Before anyone computes how a zinc sulphide film sits on a substrate, or what strain it carries, a functional must be chosen to fix the crystal's cell. The choice is not a formality. Between the smallest and the largest cell below, the edge in the basal plane grows by about 5%, enough to turn a good match into a poor one if the substrate's edge is held fixed. It pays to know which feature of a functional moves the edge, because the name of its class turns out to be a weak guide.

Plane-wave DFT (PAW) with VASP 6.6.1 for wurtzite ZnS (4-atom cell), with cell and atoms relaxed without spin polarisation, spin–orbit coupling or a separate dispersion correction. The runs use a 600 eV cutoff, an 8 × 8 × 5 k mesh and Fermi–Dirac smearing of 0.05 eV. Volume changes are relative to the common starting cell (a = 3.811 Å, c = 6.234 Å).

```tsv
functional	potentials	volume change (%)	relaxed length a (Å)	relaxed length c (Å)
LDA	VASP-PAW-LDA-potentials,-recommended	-4.920	3.742	6.148
PBEsol	VASP-PAW-PBE-potentials,-recommended	-1.640	3.785	6.215
revPBE	VASP-PAW-PBE-potentials,-recommended	6.120	3.885	6.365
BLYP	VASP-PAW-PBE-potentials,-recommended	8.780	3.915	6.427
AM05	VASP-PAW-PBE-potentials,-recommended	-0.970	3.796	6.224
BEEF-vdW	VASP-PAW-PBE-potentials,-recommended	4.750	3.865	6.349
PW91	VASP-PAW-PBE-potentials,-recommended	2.970	3.849	6.294
SCAN	VASP-PAW-PBE-potentials,-recommended	-0.980	3.794	6.228
optB88-vdW	VASP-PAW-PBE-potentials,-recommended	2.450	3.837	6.301
rSCAN	VASP-PAW-PBE-potentials,-recommended	-0.390	3.804	6.234
revTPSS	VASP-PAW-PBE-potentials,-recommended	0.810	3.820	6.256
vdW-DF2	VASP-PAW-PBE-potentials,-recommended	10.320	3.931	6.464
```

The volume change is counted from the cell in which each relaxation started, and that cell is not a measured standard. A value near zero therefore means "close to the start" and is no mark of accuracy. What the column does show cleanly is how the functionals differ from one another: their volume changes span 15 percentage points.

Three explanations offer themselves. The first is that the class of functional decides, from the local density approximation (LDA) through gradient-corrected functionals (GGAs) to meta-GGAs. The second is that functionals containing van der Waals attraction pull the crystal together. The third is that the cell grows with the strength of the gradient correction to exchange.

## LDA and PBEsol: where the outward push comes from

LDA gives the smallest cell, 4.9% below the start in volume. It treats each point of the crystal as if it belonged to a uniform electron gas of the same density, and it is well known to bind solids too tightly. PBEsol adds a mild correction for the unevenness of the density, and its cell is about 3 points larger. LDA was also run with its own set of atomic potentials, while the other rows share a set made for PBE, so a part of this first step, of unknown size, may come from the potentials. None of those other rows is PBE itself, so a mismatch between potentials and functional, also of unknown size, remains in them too.

The mechanism starts from the reduced gradient $s$, which measures how fast the density changes over a distance set by the local electron wavelength. A GGA multiplies the LDA exchange energy at each point by an enhancement factor $F(s)$, which equals one in a uniform gas and rises with $s$ over the range that matters here. When the crystal is stretched, the atoms keep their size but their outer tails overlap less. The density between them thins out, and because $s$ weighs the gradient against a power of the density, it goes up over much of that region. Exchange energy is negative, and a larger $F$ makes it more so. Stretching is thus rewarded, and the reward acts as an outward pressure.

A weight hung on a spring is the simpler system to keep in mind. The spring comes to rest lower by the weight divided by the stiffness, and the crystal likewise expands by roughly

$$\frac{\Delta V}{V} \approx \frac{\Delta P}{B},$$

where $\Delta P$ is the extra outward pressure and $B$ the bulk modulus. With a bulk modulus of very roughly 75 GPa, a recalled figure, one percent of volume corresponds to a little under 1 GPa. The picture holds for small shifts only: a real crystal softens as it expands, and the push itself changes with volume.

If two functionals have enhancement factors of similar shape, the one with the larger $F-1$ pushes harder in proportion. This gives a simple rule: volume change should rise with $F-1$ taken at some typical $s$. A convenient choice is $s=1$, where the standard formulas give roughly 0.11 for PBEsol and zero, by definition, for LDA.

## revPBE and BLYP: the class label fails

The next two rows are GGAs like PBEsol, yet they land far away from it. revPBE expands the cell by 6.1% and BLYP by 8.8%, while PBEsol contracts it. The five GGAs together cover about 10 of the 15 points spanned by the whole table. To know that a functional is a GGA is therefore to know rather little about the cell it will give.

The comparison of revPBE with PBEsol is instructive because their exchange factors have the same mathematical form with different constants. At $s=1$, $F-1$ is about 0.19 in revPBE against 0.11 in PBEsol, and the cell is larger, as the mechanism requires. Their correlation parts differ too, but hardly in revPBE's favour. The gradient correction to correlation is expected to work against stretching, and PBEsol has the weaker one. Correlation alone should therefore give PBEsol the larger cell, which leaves exchange as the likely cause of revPBE's expansion.

AM05, one row further down, is again a GGA and sits about 1% below the start. It was designed with solids and surfaces in mind, as PBEsol was designed for solids, and the two agree within a percentage point. The GGA class thus spreads from cells near the start to cells well above it, with PW91 in between.

## PW91 against BLYP: exchange is not everything

PW91 is the row that keeps the exchange explanation honest. Its exchange factor was modelled on the one used in BLYP, and at $s=1$ both have $F-1$ of about 0.18. If exchange alone set the volume, the two cells should nearly coincide. Instead, BLYP's volume change is 5.8 points above that of PW91.

The two exchange factors do drift apart in strongly uneven regions: at $s=2$ they are about 0.47 for BLYP and 0.43 for PW91. That may account for some of the gap. The other difference between the two functionals is correlation, and theory gives a reason why it should matter. In PW91 the correlation energy weakens as the density becomes more uneven, so stretching is penalised and part of the exchange push is cancelled.

The correlation part of BLYP was built from the helium atom and does not reproduce the uniform electron gas. It need not supply the same counterweight, and the larger cell suggests that here it does not. A calculation with BLYP's exchange and PW91's correlation would separate the two effects, but the table has no such row. The attribution to correlation is therefore an inference from a well-matched pair, and the share of each part stays open.

## The meta-GGAs: close together, but not alone

SCAN, rSCAN and revTPSS add the kinetic-energy density of the electrons, which helps a functional to tell a covalent bond from a metallic region or a weak contact. Their volume changes lie within 1% of the start and within 1.8 points of one another. Taken alone, these three rows would make a fine case for the class explanation.

The case weakens once PBEsol and AM05 are set beside them. AM05 and SCAN differ by 0.01 points, far less than the stresses left in the relaxed cells can justify reading. A simpler functional can thus reach nearly the same volume. In PBEsol this goes with a mild exchange enhancement; AM05 was given no such number here. Whether the meta-GGAs get there by the same route is not tested here, because their enhancement depends on more than $s$ and cannot be given as one number.

## vdW-DF2: does the attraction shrink the cell?

The most tempting explanation meets its test in the last row. Van der Waals forces attract, so a functional that contains them ought to give a smaller crystal. Three rows do contain them, through a nonlocal correlation energy that links distant points of the density: BEEF-vdW, optB88-vdW and vdW-DF2. No separate dispersion correction was added on top.

All three give cells larger than the start, and vdW-DF2 gives the largest in the table, at 10.3%. BEEF-vdW uses the same parameter in its nonlocal term, yet its volume change is 5.6 points lower. The presence of the attraction therefore does not predict the volume, and what separates these two must lie mainly in the rest of the functional. This does not prove that the attraction fails to pull. Running vdW-DF2 with the nonlocal term switched off would show what that term does as a whole, though its short-range part would vanish along with the long-range attraction.

The shape of the cell fits this reading. From LDA to vdW-DF2 both edges grow by about 5%, so the network of bonds stretches as a whole. Wurtzite has no gap between layers that weak attraction alone would have to hold closed. The size of the cell is therefore expected to depend mainly on how a functional treats the bonds.

At $s=1$, exchange does single out vdW-DF2. Its $F-1$ there is about 0.22, the highest of the seven functionals for which a simple formula gives the number: LDA, PBEsol, revPBE, BLYP, PW91, optB88-vdW and vdW-DF2. A straight line through these seven rows, placed by least squares, rises by 0.68 points for each 0.01 of $F-1$. At LDA, where $F-1$ is zero, it stands at $-6.5$%.

For vdW-DF2 the estimate then reads

$$-6.5 + 22 \times 0.68 \approx 8.5\%.$$

The computed expansion is about 2 points larger. This row helped to place the line, so the estimate shows how well the rule describes the data and is no independent prediction.

## How far the exchange rule carries

Over the seven rows the line misses by 2.1 points in the root mean square. The rival scheme sorts the same rows into LDA, GGAs and functionals with nonlocal correlation, and gives each functional the average of its class. It misses by 3.6 points, even though it has three adjustable values against two for the line. On these rows exchange strength is thus the better guide of the two, though a coarse one; the meta-GGAs, which their class label describes well, are not part of the test. The line's worst miss is BLYP, which lies 3.1 points above it.

The choice of $s=1$ is a convention, since the runs do not report which gradients matter most in this crystal. At $s=0.5$ and $s=2$ the three smallest cells of the seven keep their order: LDA, then PBEsol, then optB88-vdW. The other four change places among themselves. Exchange strength therefore ranks the three most compact cells of the seven, but it does not settle the order among PW91, revPBE, BLYP and vdW-DF2.

For the film on its substrate, this suggests looking first at how strongly a functional enhances exchange, and comparing it with functionals that share its kind of correlation. PBEsol, AM05 and the three meta-GGAs agree on the basal edge to about 0.9%, from 3.785 to 3.820 Å. Measured edges of roughly 3.8 and 6.3 Å, recalled to two figures, speak against the extremes of the table but cannot rank these five. The calculations also leave out thermal and zero-point expansion. If the design tolerates less than a percent of mismatch, the choice within this group has to be made against a precise measured cell. If the substrate is computed as well, both crystals should be relaxed with the same functional, because errors in the same direction are then expected to cancel in part.
